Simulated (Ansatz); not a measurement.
# Mn (hcp type): how the settings move a single-point run

Aim: see which settings change the result for Mn (hcp type), by how much, and at what cost.

Computed with Ansatz 0.2.0 (reference: DFT, PBE, all-electron PAW with datasets made for the crystal, scalar-relativistic, unless a step's input says otherwise).

1 further run of the same task is left out (it didn't finish).

## Step 1: The starting structure

It takes space group P6_3/mmc (No. 194, hexagonal). Conventional cell: a = 2.186 Å, b = 2.186 Å, c = 3.524 Å, α = 90.00°, β = 90.00°, γ = 120.00°. Around Mn (site symmetry -6m2) lie 12 Mn at 2.17 to 2.19 Å.

Coordinates:

```cif
data_structure
_symmetry_space_group_name_H-M 'P6_3/mmc'
_symmetry_Int_Tables_number 194
_cell_length_a 2.1857
_cell_length_b 2.1857
_cell_length_c 3.5237
_cell_angle_alpha 90.000
_cell_angle_beta 90.000
_cell_angle_gamma 120.000
_cell_volume 14.58
loop_
_atom_site_label
_atom_site_type_symbol
_atom_site_symmetry_multiplicity
_atom_site_Wyckoff_symbol
_atom_site_fract_x
_atom_site_fract_y
_atom_site_fract_z
_atom_site_occupancy
Mn1 Mn 2 c 0.33333 0.66667 0.25000 1
```

## Step 2: Reference

The input, input.yaml:

```yaml
crystal:
  lattice:
    - [2.1857254078, 0.0, 0.0]
    - [-1.0928627039, 1.8928937288, 0.0]
    - [0.0, 0.0, 3.5237200499]
  atoms:
    - { symbol: Mn, position: [0.3333333333, 0.6666666667, 0.25], spin: 3.0 }
    - { symbol: Mn, position: [0.6666666667, 0.3333333333, 0.75], spin: 3.0 }
magnetization:
  spin_polarized: true
kpoints:
  mp_grid: { grid: [17, 17, 9] }
scf:
  occupations: { method: fermi_dirac, width: 0.1 }
hamiltonian:
  xc: pbe
  pseudopotentials: { kind: all_electron, datasets: crystal }
output:
  forces: true
  stress: true
  eigenvalues: true
```

Launch:

```console
$ ansatz run input.yaml --threads 1 --pin off --max-ram 3072MiB --backend cpu --events-out ev --progress --plain --runs-dir out
```

## Step 3: Changing settings: preconditioner none

input.yaml, as its differences from that of step 2:

```diff
@@ -14,2 +14,3 @@
   occupations: { method: fermi_dirac, width: 0.1 }
+  mixing: { preconditioner: none }
 hamiltonian:
```

What does the calculation give? Wanted: for each run, ending; energy change; pressure; gap; force.

The runs gave:

```csv
run,ending,energy change,pressure (GPa),gap (eV),force (eV/Å),cycles,time
reference,converged,0,245.2,0.00,0.00,6,68 s
1: preconditioner none,converged,0.0 meV/atom,245.2,0.00,0.00,6,69 s
```

Residual by cycle in the longest SCF loop of each run; runs are numbered as in the table. The quantity is the density residual dr2, in eV.

```csv
cycle,reference,run 1
1,0.00913,0.00913
2,0.00596,0.00596
3,0.00238,0.00238
4,4.7e-5,4.7e-5
5,1.3e-5,1.3e-5
6,3.3e-9,3.3e-9
```

**Reading.** Energy and cycle count are those of the reference, so the change (mixing) left the result and the number of cycles as they were. The structure is not at rest: the sound run finds 245 GPa, so these are no properties of the relaxed crystal. 
